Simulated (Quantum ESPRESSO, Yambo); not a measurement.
# AgBr (Fm-3m): G0W0 with Yambo, start to end, part 2 of 3

How does a plane-wave GW calculation on AgBr (Fm-3m) run from the first input to the gap?

Quantum ESPRESSO 7.5 and Yambo 5.3.0; PBE and many-body steps on it, plane waves. Known limits of the many-body steps: not at the basis limit; d shell near the gap, gap tends to lie low; no spin-orbit coupling; coarse k mesh.

So far. Step 2 (Ground state): The gap is indirect, with the least direct gap 1.93 eV higher. Step 3 (Bands along the symmetry lines): The gap is 0.672 eV, as in the run before at this level.

The database entry behind the starting cell differs from later determinations by our own check (about 0.6 % short of the room-temperature cell), so it need not match the best structure at ambient conditions.

## 4. Empty states on the mesh, 4×4×4 mesh, 215 bands

Level of this step: DFT, PBE, plane waves, norm-conserving pseudopotentials (Quantum ESPRESSO).

The sums over transitions need many empty states on a uniform mesh; this step solves for them.

File pw.in:

```
&control
  calculation = 'nscf'
  prefix = 'x'
  outdir = 'o'
  pseudo_dir = 'pseudo'
/
&system
  ibrav = 0
  nat = 2
  ntyp = 2
  ecutwfc = 76.0
  nbnd = 215
  force_symmorphic = .true.
/
&electrons
  conv_thr = 1e-9
  electron_maxstep = 80
  diago_full_acc = .true.
  diago_thr_init = 5e-6
/
ATOMIC_SPECIES
  Ag 107.87 Ag.upf
  Br 79.904 Br.upf
CELL_PARAMETERS angstrom
  -0.0000000000 2.8701500000 2.8701500000
  2.8701500000 0.0000000000 2.8701500000
  2.8701500000 2.8701500000 0.0000000000
ATOMIC_POSITIONS crystal
  Ag 0.0000000000 0.0000000000 0.0000000000
  Br 0.5000000000 0.5000000000 0.5000000000
K_POINTS automatic
  4 4 4 0 0 0
```

The run is started by

```sh
OMP_NUM_THREADS=1 mpirun -n 4 pw.x -nk 4 -in pw.in > pw.out
```

Log:

```text
[banner, memory and clock lines left out]
Program PWSCF v.7.5 starts

     Atomic positions and unit cell read from directory:
     o/x.save/

     Message from routine setup:
     using ibrav=0 with symmetry is DISCOURAGED, use correct ibrav instead

     G-vector sticks info

     bravais-lattice index     =            0
     lattice parameter (alat)  =       7.6704  a.u.
     unit-cell volume          =     319.1100 (a.u.)^3
     number of atoms/cell      =            2
     number of atomic types    =            2
     number of electrons       =        36.00
     number of Kohn-Sham states=          215
     kinetic-energy cutoff     =      76.0000  Ry
     charge density cutoff     =     304.0000  Ry
     Exchange-correlation= PBE
                           (   1   4   3   4   0   0   0)

     celldm(1)=   7.670408  celldm(2)=   0.000000  celldm(3)=   0.000000
     celldm(4)=   0.000000  celldm(5)=   0.000000  celldm(6)=   0.000000

     crystal axes: (cart. coord. in units of alat)
               a(1) = (  -0.000000   0.707107   0.707107 )
               a(2) = (   0.707107   0.000000   0.707107 )
               a(3) = (   0.707107   0.707107   0.000000 )

     reciprocal axes: (cart. coord. in units 2 pi/alat)
               b(1) = ( -0.707107  0.707107  0.707107 )
               b(2) = (  0.707107 -0.707107  0.707107 )
               b(3) = (  0.707107  0.707107 -0.707107 )
     Pseudo is Norm-conserving + core correction, Zval = 19.0
     Generated using ONCVPSP code by D. R. Hamann
     Using radial grid of 1538 points,  6 beta functions with:
     Pseudo is Norm-conserving + core correction, Zval = 17.0
     Generated using ONCVPSP code by D. R. Hamann
     Using radial grid of 1098 points,  6 beta functions with:
     Ag               19.00   107.87000     Ag( 1.00)
     Br               17.00    79.90400     Br( 1.00)

     48 Sym. Ops., with inversion, found

   Cartesian axes

     site n.     atom                  positions (alat units)
         1        Ag     tau(   1) = (   0.0000000   0.0000000   0.0000000  )
         2        Br     tau(   2) = (   0.7071068   0.7071068   0.7071068  )

     number of k points=     8
                       cart. coord. in units 2pi/alat
        k(    1) = (   0.0000000   0.0000000   0.0000000), wk =   0.0312500
        k(    2) = (   0.1767767   0.1767767  -0.1767767), wk =   0.2500000
        k(    3) = (  -0.3535534  -0.3535534   0.3535534), wk =   0.1250000
[...]
k(    7) = (  -0.7071068   0.0000000   0.0000000), wk =   0.0937500
        k(    8) = (  -0.7071068   0.3535534   0.0000000), wk =   0.1875000

     Dense  grid:    28571 G-vectors     FFT dimensions: (  45,  45,  45)

     The potential is recalculated from file :
     o/x.save/charge-density

     Starting wfcs are   19 randomized atomic wfcs +  196 random wfcs

     Band Structure Calculation

     End of band structure calculation

          k = 0.0000 0.0000 0.0000 (  3527 PWs)   bands (ev):

   -80.4270 -50.9589 -50.9589 -50.9585 -50.9585 -50.9585 -43.9487 -43.9487
   -43.9487  -5.3666   6.9216   6.9216   6.9216   6.9226   6.9226   7.7856
     7.7856   7.7856  10.3900  19.6462  19.6462  19.6462  20.8980  21.5270
[...]
[... 15 further rows ...]
[...]
153.3908 153.8437 154.3350 154.6035 154.6035 154.6035 156.4682

          k = 0.1768 0.1768-0.1768 (  3590 PWs)   bands (ev):

[...]
[... 15 further rows ...]
[...]
147.9255 152.1671 152.1671 152.2834 152.4173 152.4173 155.1560

          k =-0.3536-0.3536 0.3536 (  3582 PWs)   bands (ev):

[...]
66.8888  67.6590  68.1242  68.7897  69.2319  69.2319  71.0270  71.0270
     [... 15 further rows ...]
   145.7402 145.7642 145.7642 146.5277 146.6961 146.6961 147.2280 147.2905
   147.2905 148.7367 149.9737 149.9737 150.7822 150.7822 152.7159

          k = 0.3536 0.0000 0.0000 (  3591 PWs)   bands (ev):

     [... further k-points ...]

     highest occupied, lowest unoccupied level (ev):     9.7176   10.3900

     XML data file, pseudopotentials, collected wavefunctions
```

It took 18 s on 4 MPI ranks of Arm Neoverse V1, shared host; peak memory 0.46 GiB; 71 s of CPU time.

This step gave:

| Quantity | Value |
| --- | --- |
| gap | 0.6724 eV |
| k of the valence top | 0, 0, -0.5 |
| k of the conduction bottom | 0, 0, 0 |
| least direct gap | 2.604 eV |
| k points computed | 8 |
| lowest point of the top converged band, above the valence top | 140.4451 eV |

On this mesh the gap is 0.672 eV.

## 5. Conversion and set-up

This step: Yambo 5.3.0; conversion and set-up on PBE, plane waves, norm-conserving pseudopotentials.

The states are converted to the many-body program's format and the q mesh is built.

The run is started by

```sh
(cd o/x.save; p2y > p2y.log; mv SAVE ../..); yambo > setup.log
```

Log:

```text
 Yambo, version 5.3.0

 [02] CORE Variables Setup
 =========================

  [02.01] Unit cells
  ==================

  Cell kind             :  FCC
  Atoms in the cell     :  Ag  Br
  number of Ag atoms    :  1
  number of Br atoms    :  1

  List of atomic masses
  Mass of Ag    :  107.8700
  Mass of Br    :  79.90400

  List of atomic coordinates    : [cc]
  Ag1       :  0.000000  0.000000  0.000000  order 1
  Br1       :  5.423797  5.423797  5.423797  order 2

  Alat factors          :  5.423797  5.423797  5.423797 [a.u.]
  Direct lattice volume :  319.1100 [a.u.]
  Direct lattice vectors:  A[ 1 ]  A[ 2 ]  A[ 3 ]
   A[ 1 ]: -0.000000  1.000000  1.000000  [iru]
  -0.000000  5.423797  5.423797  [cc]
   A[ 2 ]:  1.000000  0.000000  1.000000  [iru]
   5.423797  0.000000  5.423797  [cc]
   A[ 3 ]:  1.000000  1.000000  0.000000  [iru]
   5.423797  5.423797  0.000000  [cc]

  Recip. lattice volume :  0.777319 [a.u.]
  Recip. lattice vectors:  B[ 1 ]  B[ 2 ]  B[ 3 ]
   B[ 1 ]: -0.500000  0.500000  0.500000  [iku]
  -0.579224  0.579224  0.579224  [cc]
   B[ 2 ]:  0.500000 -0.500000  0.500000  [iku]
   0.579224 -0.579224  0.579224  [cc]
   B[ 3 ]:  0.500000  0.500000 -0.500000  [iku]
   0.579224  0.579224 -0.579224  [cc]

  [02.02] Symmetries
  ==================

  Inversion symmetry    : yes
  Spatial inversion     : yes
  Inversion index       :  25
  K-space Time-reversal : no
  Magnetic symmetries   : no
  Group table correct   : yes
  Symmetries units      :  [cc]

   [S  1]:   1.0000     -0.32899E-17 -0.32899E-17 -0.32899E-17   1.0000      0.32899E-17  0.32899E-17  0.32899E-17   1.0000
   [S  2]:  -1.0000      0.32899E-17 -0.32899E-17  0.32899E-17  -1.0000      0.32899E-17 -0.32899E-17 -0.32899E-17   1.0000
   [S  3]:  -1.0000     -0.32899E-17  0.32899E-17  0.32899E-17   1.0000     -0.32899E-17 -0.32899E-17  0.32899E-17  -1.0000
[...]
[... 36 further rows ...]
   [S 47]: -0.32899E-17   1.0000      0.32899E-17  0.32899E-17 -0.32899E-17  -1.0000       1.0000      0.32899E-17 -0.32899E-17
   [S 48]: -0.32899E-17  -1.0000     -0.32899E-17  0.32899E-17  0.32899E-17   1.0000       1.0000     -0.32899E-17  0.32899E-17

  [02.03] Reciprocal space
  ========================

  nG shells         :  304
  nG charge         :  28571
  nG WFs            :   4433
  nC WFs            :   3591
  G-vecs. in first 30 shells:  [ Number ]
     1    9   15   27   51   59   65   89  113
    137   169   181   229   259   283   307   331   339
    387   411   459   531   537   561   609   645   701
    725   749   821
  ...
  Shell energy in first 30 shells:  [ mHa ]
    0.00000      503.250      671.000      1342.00      1845.25      2013.00      2684.00      3187.25      3355.00
    4026.00      4529.25      5368.00      5871.25      6039.00      6710.00      7213.25      7381.01      8052.01
[...]
BZ  K-points                                      :   64

  K/Q-points units:
  rlu = crystal or reduced units; cc = cartesian coordinates; iku = interal k-units

  K [1]          [rlu]:  0.000000  0.000000  0.000000
         WF components:   3527
  K [2]          [rlu]: -0.51475E-17 -0.51475E-17  0.25000
         WF components:   3590
  K [3]          [rlu]:  0.10295E-16  0.10295E-16 -0.50000
         WF components:   3582
  K [4]          [rlu]: -0.11010E-17  0.25000      0.25000
         WF components:   3591
  K [5]          [rlu]:  0.19239E-16  0.25000     -0.50000
         WF components:   3570
  [... 2 further k-points ...]
  K [8]          [rlu]:  0.250000 -0.500000 -0.250000
         WF components:   3552

  [02.05] Energies & Occupations
  ==============================

  [X] === General ===
  [X] Electronic Temperature                        :  0.000000  0.000000 [eV K]
  [X] Bosonic    Temperature                        :  0.000000  0.000000 [eV K]
  [X] Finite Temperature mode                       : no
  [X] El. density                                   :  0.76131E+24 [cm-3]
  [X] Fermi Level                                   :  9.717580 [eV]

  [X] === Gaps and Widths ===
  [X] Conduction Band Min                           :  0.672400 [eV]
  [X] Valence Band Max                              :  0.000000 [eV]
  [X] Filled Bands                                  :  18
  [X] Empty Bands                                   :   19  215
  [X] Direct Gap                                    :  2.604421 [eV]
  [X] Direct Gap localized at k                     :  1
  [X] Indirect Gap                                  :  0.672400 [eV]
  [X] Indirect Gap between kpts                     :  3  1
  [X] Last valence band width                       :  2.284116 [eV]
  [X] 1st conduction band width                     :  4.310293 [eV]

  E @ K [1]:  [eV]
  -90.14462 -60.67651 -60.67651 -60.67605 -60.67605 -60.67605 -53.66629 -53.66629
  -53.66629 -15.08413  -2.79598  -2.79598  -2.79598  -2.79495  -2.79495  -1.93202
   -1.93202  -1.93202   0.67240   9.92860   9.92860   9.92860  11.18041  11.80938
[...]
occ @ K [1]
[...]
E @ K [2]:  [eV]
[...]
occ @ K [2]
[...]
E @ K [3]:  [eV]
[...]
occ @ K [3]
[...]
E @ K [4]:  [eV]
[...]
occ @ K [4]
[...]
E @ K [5]:  [eV]
[...]
occ @ K [5]
[...]
[... 2 further k-points ...]
  E @ K [8]:  [eV]
[...]
occ @ K [8]
[...]
0.000000  0.000000  0.000000  0.000000  0.000000  0.000000  0.000000  0.000000
   0.000000  0.000000  0.000000  0.000000  0.000000  0.000000  0.000000  0.000000

 [03] Transferred momenta grid and indexing
 ==========================================

 IBZ Q-points                                      :   8
 BZ  Q-points                                      :   64

 K/Q-points units:
 rlu = crystal or reduced units; cc = cartesian coordinates; iku = interal k-units

 Q [1]          [rlu]:  0.000000  0.000000  0.000000
 Q [2]          [rlu]:  0.11377E-17  0.11377E-17  0.25000
 Q [3]          [rlu]: -0.22755E-17 -0.22755E-17 -0.50000
[...]
Q [7]          [rlu]:  0.22019E-17 -0.50000     -0.50000
 Q [8]          [rlu]:  0.250000 -0.500000 -0.250000

  [03.01] X indexes
  =================

   [03.01.01] Sigma indexes
   ========================

 [06] Game Over & Game summary
```

It took 2.5 s on 1 MPI rank; peak memory 0.25 GiB.

[end of part 2 of 3]

[Paths, hosts, dates, memory and timing lines, banners, echoed tables and standing remarks are left out of the program output.]

[Logs are printed without paths, hosts, clocks, repeated set-up lines and the standing remarks that a program may print on its own settings, such as how far it seeks lower states.]

[Runs of the session that timed out or met a known fault of the program may be left out.]

[Hosts, paths, dates, database ids (printed as entryN), source tags and the programs' standing remarks are cut or masked in the printed files.]
